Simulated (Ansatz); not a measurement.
Crystal: LiCl.

```
CELL_PARAMETERS angstrom
0.00000 2.56477 2.56477
2.56477 0.00000 2.56477
2.56477 2.56477 0.00000
ATOMIC_POSITIONS crystal
Cl 0.50000 0.50000 0.50000
Li 0.00000 0.00000 0.00000
```

```yaml
Program: Ansatz 0.2.0
Task: relaxation of cell and atoms
Functional: PBE
Dispersion: D3(BJ)
Potentials_or_basis: Ansatz PAW
Cutoff: "420 eV (not typed: the program's choice for these potentials)"
k_mesh: 9 × 9 × 9
Occupations: fermi-dirac, width 0.05 eV
Spin: no spin polarisation
```

At the start: volume 16.87 Å³/atom.

Q: Where does the relaxation end?

A: It ends after 5 steps and the volume is 15.97 Å³/atom (-5.3 %); space group Fm-3m (No. 225, to 0.05 Å).

The path:
```
step  energy change (eV)  largest force (eV/Å)  volume (Å³)
   1              0.0000                0.0000        33.74
   2             -0.0097                0.0000        32.49
   3             -0.0108                0.0000        31.89
   4             -0.0108                0.0000        31.94
   5             -0.0107                0.0000        31.94
```

Final structure:
```cif
data_structure
_symmetry_space_group_name_H-M 'P 1'
_symmetry_Int_Tables_number 1
_cell_length_a 3.5615
_cell_length_b 3.5615
_cell_length_c 3.5615
_cell_angle_alpha 60.000
_cell_angle_beta 60.000
_cell_angle_gamma 60.000
_cell_volume 31.94
loop_
_atom_site_label
_atom_site_type_symbol
_atom_site_fract_x
_atom_site_fract_y
_atom_site_fract_z
_atom_site_occupancy
Cl1 Cl 0.50000 0.50000 0.50000 1
Li1 Li 0.00000 0.00000 0.00000 1
```

Caveat: the plane-wave basis is chosen anew once the cell has moved, so the energies of steps on either side of that aren't comparable.
